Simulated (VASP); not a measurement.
# GaN (Fm-3m) in VASP: settings compared

One crystal, GaN, is run at these levels: PBE, BLYP, BLYP+D3, BLYP+D3(BJ); tasks: single point, relaxation of cell and atoms.

Program: VASP 6.6.1. These are calculated values, not measurements. Logs are shortened: lines on timing, memory, paths and dates and some standing lists are left out, and cuts for length are marked.

### 1 The crystal as given

Symmetry: Fm-3m, No. 225, cubic system. Conventional cell: a = 4.270 Å, b = 4.270 Å, c = 4.270 Å, α = 90.00°, β = 90.00°, γ = 90.00°. Ga (site symmetry m-3m) is surrounded by 6 N at 2.14 Å. Around N (site symmetry m-3m) lie 6 Ga at 2.14 Å.

Measurements of this composition are mostly on another form, of space group No. 186.

### 2 Single point, PBE

Contents of INCAR:

```
PREC = Accurate
ENCUT = 450
EDIFF = 1E-6
ISMEAR = 0
SIGMA = 0.02
LREAL = F
LASPH = T
NELM = 100
ALGO = Normal
ISIF = 2
LWAVE = F
LCHARG = T
GGA = PE
LELF = T
LVHAR = T
NBANDS = 16
```

Contents of KPOINTS:

```
Automatic mesh
0
Gamma
  4 4 4
```

Contents of POSCAR:

```
GaN
1.0
    0.0000000000      2.1352350000      2.1352350000
    2.1352350000      0.0000000000      2.1352350000
    2.1352350000      2.1352350000      0.0000000000
Ga N
1 1
Direct
    0.0000000000      0.0000000000      0.0000000000
    0.5000000000      0.5000000000      0.5000000000
```

Potentials or basis: VASP PAW PBE potentials, release 64 (Ga_d_GW, N_GW).

The run is started by

```bash
$ cat potpaw_PBE.64/Ga_d_GW/POTCAR potpaw_PBE.64/N_GW/POTCAR > POTCAR
$ mpirun -np 1 vasp_std > vasp.out
```

OUTCAR:

```text
PREC = Accurate
   ENCUT = 450
   EDIFF = 1E-6
   ISMEAR = 0
   LREAL = F
   LASPH = T
   NELM = 100
   ISIF = 2
   GGA = PE

 ion  position               nearest neighbor table
   1  0.000  0.000  0.000-   2 2.14   2 2.14   2 2.14   2 2.14   2 2.14   2 2.14
   2  0.500  0.500  0.500-   1 2.14   1 2.14   1 2.14   1 2.14   1 2.14   1 2.14

  LATTYP: Found a face centered cubic cell.
 ALAT       =     4.2704700000

  Lattice vectors:

 A1 = (   0.0000000000,   2.1352350000,   2.1352350000)
 A2 = (   2.1352350000,   0.0000000000,   2.1352350000)
 A3 = (   2.1352350000,   2.1352350000,   0.0000000000)

Analysis of symmetry for initial positions (statically):
=====================================================================
 Subroutine PRICEL returns:
 Original cell was already a primitive cell.

 Routine SETGRP: Setting up the symmetry group for a
 face centered cubic supercell.

 Subroutine GETGRP returns: Found 48 space group operations
 (whereof 48 operations were pure point group operations)
 out of a pool of 48 trial point group operations.

The static configuration has the point symmetry O_h .

Analysis of symmetry for dynamics (positions and initial velocities):
=====================================================================
 Subroutine PRICEL returns:
 Original cell was already a primitive cell.

 Routine SETGRP: Setting up the symmetry group for a
 face centered cubic supercell.

 Subroutine GETGRP returns: Found 48 space group operations
 (whereof 48 operations were pure point group operations)
 out of a pool of 48 trial point group operations.

The dynamic configuration has the point symmetry O_h .

 Subroutine INISYM returns: Found 48 space group operations
 (whereof 48 operations are pure point group operations),
 and found     1 'primitive' translations

----------------------------------------------------------------------------------------

                                     Primitive cell

  volume of cell :      19.4700

  direct lattice vectors                    reciprocal lattice vectors
     0.000000000  2.135235000  2.135235000    -0.234166263  0.234166263  0.234166263
     2.135235000  0.000000000  2.135235000     0.234166263 -0.234166263  0.234166263
     2.135235000  2.135235000  0.000000000     0.234166263  0.234166263 -0.234166263

  length of vectors
     3.019678296  3.019678296  3.019678296     0.405587864  0.405587864  0.405587864

  position of ions in fractional coordinates (direct lattice)
     0.000000000  0.000000000  0.000000000
     0.500000000  0.500000000  0.500000000

  ion indices of the primitive-cell ions
   primitive index   ion index
                 1           1
                 2           2

----------------------------------------------------------------------------------------

 KPOINTS: Automatic mesh

Automatic generation of k-mesh.
 Grid dimensions read from file:
 generate k-points for:    4    4    4

 Generating k-lattice:

  Cartesian coordinates                     Fractional coordinates (reciprocal lattice)
    -0.058541566  0.058541566  0.058541566     0.250000000  0.000000000  0.000000000
     0.058541566 -0.058541566  0.058541566     0.000000000  0.250000000  0.000000000
     0.058541566  0.058541566 -0.058541566     0.000000000  0.000000000  0.250000000

  Length of vectors
     0.101396966  0.101396966  0.101396966

  Shift w.r.t. Gamma in fractional coordinates (k-lattice)
     0.000000000  0.000000000  0.000000000

 Subroutine IBZKPT returns following result:
 ===========================================

 Found      8 irreducible k-points:

 Following reciprocal coordinates:
            Coordinates               Weight
  0.000000  0.000000  0.000000      1.000000
  0.250000  0.000000  0.000000      8.000000
  0.500000  0.000000  0.000000      4.000000
  0.250000  0.250000  0.000000      6.000000
  0.500000  0.250000  0.000000     24.000000
 -0.250000  0.250000  0.000000     12.000000
  0.500000  0.500000  0.000000      3.000000
 -0.250000  0.500000  0.250000      6.000000
   k-points           NKPTS =      8   k-points in BZ     NKDIM =      8   number of bands    NBANDS=     16
   number of dos      NEDOS =    301   number of ions     NIONS =      2
   total plane-waves  NPLWV =  13824
   dimension x,y,z NGX =    24 NGY =   24 NGZ =   24
   dimension x,y,z NGXF=    48 NGYF=   48 NGZF=   48
   ions per type =               1   1
   NGX,Y,Z   is equivalent  to a cutoff of  13.21, 13.21, 13.21 a.u.
   NGXF,Y,Z  is equivalent  to a cutoff of  26.43, 26.43, 26.43 a.u.
 SYSTEM =  unknown system
   PREC   = accura    normal or accurate (medium, high low for compatibility)
   ISTART =      0    job   : 0-new  1-cont  2-samecut
   ICHARG =      2    charge: 1-file 2-atom 10-const
   ISPIN  =      1    spin polarized calculation?
   LNONCOLLINEAR =      F non collinear calculations
   LSORBIT =      F    spin-orbit coupling
   LASPH  =      T    aspherical Exc in radial PAW
   ENCUT  =  450.0 eV  33.07 Ry    5.75 a.u.   5.22  5.22  5.22*2*pi/ulx,y,z
   NELM   =    100;   NELMIN=  2; NELMDL= -5     # of ELM steps
   EDIFF  = 0.1E-05   stopping-criterion for ELM
   LREAL  =      F    real-space projection
   EDIFFG = 0.1E-04   stopping-criterion for IOM
   NSW    =      0    number of steps for IOM
   IBRION =     -1    ionic relax: 0-MD 1-quasi-New 2-CG
   NFREE  =      0    steps in history (QN), initial steepest desc. (CG)
   ISIF   =      2    stress and relaxation
   ISYM   =      2    0-nonsym 1-usesym 2-fastsym
   POTIM  = 0.5000    time-step for ionic-motion
   TEBEG  =    0.0;   TEEND  =   0.0 temperature during run
   PSTRESS=    0.0 pullay stress
   NELECT =      18.0000    total number of electrons
   NUPDOWN=      -1.0000    fix difference up-down
   EMIN   =  10.00;   EMAX   =-10.00  energy-range for DOS
   EFERMI =   0.00;   METHOD = LEGACY
   ISMEAR =     0;   SIGMA  =   0.02  broadening in eV -4-tet -1-fermi 0-gaus
   EFERMI_NEDOS =   21; number of points for ismear=-14 and -15
   IALGO  =     38    algorithm
   IMIX   =      4    mixing-type and parameters
     AMIX     =   0.40;   BMIX     =  1.00
     AMIX_MAG =   1.60;   BMIX_MAG =  1.00
  volume/ion in A,a.u.               =       9.74        65.70
  Fermi-wavevector in a.u.,A,eV,Ry     =   1.594814  3.013761 34.605481  2.543431
  Thomas-Fermi vector in A             =   2.692830
   LORBIT       =      0    0 simple, 1 ext, 2 COOP (PROOUT), +10 PAW based schemes
   GGA     = PE    functional components
   LHFCALC =     F    Hartree Fock is set to
   AEXX    =    0.0000 exact exchange contribution
   IVDW    =     0    specifies the selected vdW correction
   LEPSILON=     F    determine dielectric tensor
   LRPA    =     F    only Hartree local field effects (RPA)
 non-spin polarized calculation
 Gauss-broadening in eV      SIGMA  =   0.02
  energy-cutoff  :      450.00
  volume of cell :       19.47
 maximum number of plane-waves:       444
 NGX is ok and might be reduce to    24
   NGX = 11   NGY = 11   NGZ = 11

 number of electron      18.0000007 magnetization

 Free energy of the ion-electron system (eV)
  ---------------------------------------------------
  ext. energy  EPLUGINS =         0.00000000
  ---------------------------------------------------
  free energy    TOTEN  =       -11.06053920 eV

  energy without entropy =      -11.06053920  energy(sigma->0) =      -11.06053920

 E-fermi :   7.3196     XC(G=0): -13.0973

 val. band max:        7.2224908011   @ k =   0.5000   0.0000   0.0000
 cond. band min:       7.6992272591   @ k =   0.5000   0.5000   0.0000
 fundamental gap:      0.4767364580
 Fermi energy:         7.3195752190

 k-point     1 :       0.0000    0.0000    0.0000
  band No.  band energies     occupation
      1      -9.6356      2.00000
      2      -6.8090      2.00000
      3      -6.8090      2.00000
      4      -6.8090      2.00000
      5      -6.7199      2.00000
      6      -6.7199      2.00000
      7       6.9218      2.00000
      8       6.9218      2.00000
      9       6.9218      2.00000
     10       9.2456      0.00000
     11      21.7584      0.00000
     12      21.7584      0.00000
     13      21.7584      0.00000
     14      22.6783      0.00000
     15      22.6783      0.00000
     16      22.6783      0.00000

 k-point     2 :       0.2500    0.0000    0.0000
  band No.  band energies     occupation
      1      -8.5141      2.00000
      2      -6.8449      2.00000
      3      -6.8449      2.00000
      4      -6.8383      2.00000
      5      -6.6930      2.00000
      6      -6.6930      2.00000
      7       2.6305      2.00000
      8       7.0387      2.00000
      9       7.0387      2.00000
     10      11.9545      0.00000
     11      16.7547      0.00000
     12      18.3522      0.00000
     13      18.3522      0.00000
     14      22.4387      0.00000
     15      24.7630      0.00000
     16      24.7631      0.00000

 k-point     3 :       0.5000    0.0000    0.0000
  band No.  band energies     occupation
      1      -6.9766      2.00000
      2      -6.9425      2.00000
      3      -6.9425      2.00000
      4      -6.6095      2.00000
      5      -6.6013      2.00000
      6      -6.6013      2.00000
      7      -0.7677      2.00000
      8       7.2225      2.00000
      9       7.2225      2.00000
     10      11.8953      0.00000
     11      16.2174      0.00000
     12      16.2174      0.00000
     13      16.3834      0.00000
     14      23.3036      0.00000
     15      29.7166      0.00000
     16      29.7166      0.00000

 k-point     4 :       0.2500    0.2500    0.0000
  band No.  band energies     occupation
      1      -8.4782      2.00000
      2      -6.8900      2.00000
      3      -6.6955      2.00000
      4      -6.6955      2.00000
      5      -6.6695      2.00000
      6      -6.5447      2.00000
      7       3.5916      2.00000
      8       5.6448      2.00000
      9       5.6448      2.00000
     10      11.7020      0.00000
     11      16.1796      0.00000
     12      16.8719      0.00000
     13      20.3809      0.00000
     14      20.3809      0.00000
     15      29.7804      0.00000
     16      30.0582      0.00000

 k-point     5 :       0.5000    0.2500    0.0000
  band No.  band energies     occupation
      1      -7.9288      2.00000
      2      -6.8948      2.00000
      3      -6.7813      2.00000
      4      -6.7052      2.00000
      5      -6.5838      2.00000
      6      -5.0611      2.00000
      7       0.6193      2.00000
      8       4.0631      2.00000
      9       5.6329      2.00000
     10      11.0958      0.00000
     11      15.5848      0.00000
     12      17.8140      0.00000
     13      18.9830      0.00000
     14      22.3947      0.00000
     15      30.0512      0.00000
     16      30.7134      0.00000

 k-point     6 :      -0.2500    0.2500    0.0000
  band No.  band energies     occupation
      1      -7.7230      2.00000
      2      -6.8676      2.00000
      3      -6.8508      2.00000
      4      -6.8175      2.00000
      5      -6.6714      2.00000
      6      -5.8766      2.00000
      7       1.3148      2.00000
      8       3.7198      2.00000
      9       7.0253      2.00000
     10      13.5016      0.00000
     11      14.6381      0.00000
     12      17.1448      0.00000
     13      17.4042      0.00000
     14      25.2929      0.00000
     15      27.1335      0.00000
     16      27.3035      0.00000

 k-point     7 :       0.5000    0.5000    0.0000
  band No.  band energies     occupation
      1      -8.3298      2.00000
      2      -6.9718      2.00000
      3      -6.6190      2.00000
      4      -6.5530      2.00000
      5      -6.5530      2.00000
      6      -3.7576      2.00000
      7       0.4585      2.00000
      8       4.4426      2.00000
      9       4.4426      2.00000
     10       7.6992      0.00000
     11      15.0835      0.00000
     12      19.0081      0.00000
     13      21.4517      0.00000
     14      21.4517      0.00000
     15      33.6775      0.00000
     16      34.1480      0.00000

 k-point     8 :      -0.2500    0.5000    0.2500
  band No.  band energies     occupation
      1      -8.0215      2.00000
      2      -6.7982      2.00000
      3      -6.7982      2.00000
      4      -6.7817      2.00000
      5      -6.5530      2.00000
      6      -3.9646      2.00000
      7       2.1845      2.00000
      8       2.1846      2.00000
      9       2.7857      2.00000
     10      12.2317      0.00000
     11      16.9163      0.00000
     12      17.4989      0.00000
     13      17.4989      0.00000
     14      25.4668      0.00000
     15      25.4668      0.00000
     16      33.9050      0.00000

------------------------ aborting loop because EDIFF is reached ----------------------------------------

  FORCE on cell =-STRESS in cart. coord.  units (eV):
  Direction    XX          YY          ZZ          XY          YZ          ZX
  --------------------------------------------------------------------------------------
  -------------------------------------------------------------------------------------
  Total       -0.2696257     -0.2696257     -0.2696257      0.0000000      0.0000000     -0.0000000
  in kB      -22.1873165    -22.1873165    -22.1873165      0.0000000      0.0000000     -0.0000000
  external PRESSURE =     -22.1873165 kB  Pullay stress =       0.0000000 kB

 VOLUME and BASIS-vectors are now :
 -----------------------------------------------------------------------------
  energy-cutoff  :      450.00
  volume of cell :       19.47
      direct lattice vectors                 reciprocal lattice vectors
     0.000000000  2.135235000  2.135235000    -0.234166263  0.234166263  0.234166263
     2.135235000  0.000000000  2.135235000     0.234166263 -0.234166263  0.234166263
     2.135235000  2.135235000  0.000000000     0.234166263  0.234166263 -0.234166263

 POSITION                                       TOTAL-FORCE (eV/Angst)
 -----------------------------------------------------------------------------------
      0.00000      0.00000      0.00000        -0.000000      0.000000      0.000000
      2.13524      2.13524      2.13524         0.000000     -0.000000     -0.000000
 -----------------------------------------------------------------------------------
    total drift:                                0.000000     -0.000000     -0.000000

  FREE ENERGIE OF THE ION-ELECTRON SYSTEM (eV)
  ---------------------------------------------------
  free  energy   TOTEN  =       -11.0605391988 eV

  energy  without entropy=      -11.0605391988  energy(sigma->0) =      -11.06053920
```

It took 3 s on 1 thread of Intel Xeon Platinum 8488C (Sapphire Rapids), shared host; peak memory 0.13 GiB.

Results:

- Free energy: -11.0605 eV
- Band gap on the k mesh: 0.48 eV, indirect (least direct gap 2.32 eV)

Caveat: the k mesh is coarse (spacing up to 0.64 Å⁻¹), so the values aren't converged; the cutoff is under 1.25 times the usual one of these potentials, so pressure, stress and relaxed cells hold a basis-set (Pulay) error. A k mesh can miss the band edges.

(Continued in part 2 of 3.)
